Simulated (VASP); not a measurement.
**TePb in VASP 6.6.1, single-point calculation**

INCAR

```
NELM = 120
GGA = PS
LASPH = .FALSE.
ISMEAR = 0
ENCUT = 520
LWAVE = .FALSE.
SIGMA = 0.01
LCHARG = .FALSE.
LREAL = .FALSE.
IBRION = -1
NBANDS = 17
ISIF = 2
EDIFF = 0.0001
NSW = 0
PREC = Accurate
```

KPOINTS

```
KPOINTS created by Atomic Simulation Environment
0
Gamma
6 6 6
0 0 0
```

POSCAR

```
Pb Te
 1.0000000000000000
     0.0000000000000000    3.6414940559225757    3.6414940559225757
     3.6414940559225757   -0.0000000000000000    3.6414940559225757
     3.6414940559225757    3.6414940559225757   -0.0000000000000000
 Pb  Te
   1   1
Cartesian
 -0.0000000000000000 -0.0000000000000000  0.0000000000000000
  1.8207470279612878  1.8207470279612878  1.8207470279612878
```

The recommended PBE PAW datasets give the neutral cell 20 valence electrons.

Command

```
mpirun -np 1 vasp_std
```

OSZICAR

```
N       E                     dE             d eps       ncg     rms          rms(c)
DAV:   1     0.154493082364E+03    0.15449E+03   -0.86613E+03   544   0.104E+03
DAV:   2     0.375323000827E+01   -0.15074E+03   -0.14617E+03   570   0.277E+02
DAV:   3    -0.757045576247E+01   -0.11324E+02   -0.11280E+02   753   0.842E+01
DAV:   4    -0.788775800794E+01   -0.31730E+00   -0.31719E+00   663   0.175E+01
DAV:   5    -0.789825540874E+01   -0.10497E-01   -0.10497E-01   767   0.259E+00    0.341E+00
DAV:   6    -0.769324428620E+01    0.20501E+00   -0.49778E-01   748   0.401E+00    0.210E+00
DAV:   7    -0.768512973764E+01    0.81145E-02   -0.10769E-01   577   0.129E+00    0.961E-01
DAV:   8    -0.768700828565E+01   -0.18785E-02   -0.11975E-02   609   0.933E-01    0.197E-01
DAV:   9    -0.768735825239E+01   -0.34997E-03   -0.28122E-03   608   0.373E-01    0.563E-02
DAV:  10    -0.768762207000E+01   -0.26382E-03   -0.52325E-04   597   0.130E-01    0.403E-02
DAV:  11    -0.768777089640E+01   -0.14883E-03   -0.25221E-04   567   0.687E-02    0.312E-02
DAV:  12    -0.768777212495E+01   -0.12285E-05   -0.79963E-06   439   0.189E-02
   1 F= -.76877721E+01 E0= -.76877721E+01  d E =-.383692E-13
```

From OUTCAR

```
k-points           NKPTS =     16   k-points in BZ     NKDIM =     16   number of bands    NBANDS=     17

   NELECT =      20.0000    total number of electrons

   dimension x,y,z NGX =    40 NGY =   40 NGZ =   40
   dimension x,y,z NGXF=    80 NGYF=   80 NGZF=   80

  energy-cutoff  :      520.00
  volume of cell :       96.58
      direct lattice vectors                 reciprocal lattice vectors
     0.000000000  3.641494056  3.641494056    -0.137306279  0.137306279  0.137306279
     3.641494056  0.000000000  3.641494056     0.137306279 -0.137306279  0.137306279
     3.641494056  3.641494056  0.000000000     0.137306279  0.137306279 -0.137306279

 k-points in reciprocal lattice and weights: KPOINTS created by Atomic Simulation Env
   0.00000000  0.00000000  0.00000000       0.005
   0.16666667  0.00000000  0.00000000       0.037
   0.33333333  0.00000000  0.00000000       0.037
   0.50000000  0.00000000  0.00000000       0.019
   0.16666667  0.16666667  0.00000000       0.028
   0.33333333  0.16666667  0.00000000       0.111
   0.50000000  0.16666667  0.00000000       0.111
  -0.33333333  0.16666667  0.00000000       0.111
   ...

 E-fermi :   2.5501

 k-point     1 :       0.0000    0.0000    0.0000
  band No.  band energies     occupation
      1     -14.2168      2.00000
      2     -14.2168      2.00000
      3     -14.2168      2.00000
      4     -14.1924      2.00000
      5     -14.1924      2.00000
      6      -8.7528      2.00000
      7      -3.6079      2.00000
      8       1.2026      2.00000
      9       1.2026      2.00000
     10       1.2026      2.00000
     11       4.1518      0.00000
     12       4.1518      0.00000
     13       4.1518      0.00000
     14       6.6246      0.00000
     15       9.6903      0.00000
     16       9.6903      0.00000
     17      10.5240      0.00000

 k-point     2 :       0.1667    0.0000    0.0000
  band No.  band energies     occupation
      1     -14.2192      2.00000
      2     -14.2155      2.00000
      3     -14.2155      2.00000
      4     -14.1923      2.00000
      5     -14.1923      2.00000
      6      -8.6115      2.00000
      7      -4.0109      2.00000
      8       1.0331      2.00000
      9       1.0331      2.00000
     10       1.1253      2.00000
     11       4.3330      0.00000
     12       4.4244      0.00000
     13       4.4244      0.00000
     14       7.5213      0.00000
     15       9.1009      0.00000
     16       9.1009      0.00000
     17      10.0039      0.00000

 k-point     3 :       0.3333    0.0000    0.0000
  band No.  band energies     occupation
      1     -14.2240      2.00000
      2     -14.2132      2.00000
      3     -14.2132      2.00000
      4     -14.1920      2.00000
      5     -14.1920      2.00000
      6      -8.2661      2.00000
      7      -4.8027      2.00000
      8       0.7595      2.00000
      9       0.7595      2.00000
     10       0.8436      2.00000
     11       4.8317      0.00000
     12       4.8317      0.00000
     13       5.3855      0.00000
     14       8.2508      0.00000
     15       9.2043      0.00000
     16       9.2043      0.00000
     17      10.2674      0.00000

 ...

  Total       -0.5096132     -0.5096132     -0.5096132      0.0000000      0.0000000     -0.0000000
  in kB       -8.4543936     -8.4543936     -8.4543936      0.0000000      0.0000000     -0.0000000
  external PRESSURE =      -8.4543936 kB  Pullay stress =       0.0000000 kB

 POSITION                                       TOTAL-FORCE (eV/Angst)
 -----------------------------------------------------------------------------------
      0.00000      0.00000      0.00000         0.000000      0.000000     -0.000000
      1.82075      1.82075      1.82075        -0.000000     -0.000000      0.000000
 -----------------------------------------------------------------------------------
    total drift:                                0.000000      0.000000      0.000000

  FREE ENERGIE OF THE ION-ELECTRON SYSTEM (eV)
  ---------------------------------------------------
  free  energy   TOTEN  =        -7.6877721249 eV

  energy  without entropy=       -7.6877721249  energy(sigma->0) =       -7.68777212
```

It converged. Results: gap between bands v and c on the k mesh 0.68 eV; least direct gap on the k mesh 1.14 eV; pressure -0.8 GPa. Band v is the last that the valence electrons fill when counted band by band, and c is the next.

For comparison, a separate PBEsol run of the intended cell, on usual settings and not on those above, gives a gap of 0.68 eV on its mesh and a pressure of -0.8 GPa.

The run above took about 28 s on one core of a shared host (Intel Xeon Platinum 8488C) and held 0.25 GiB at most.
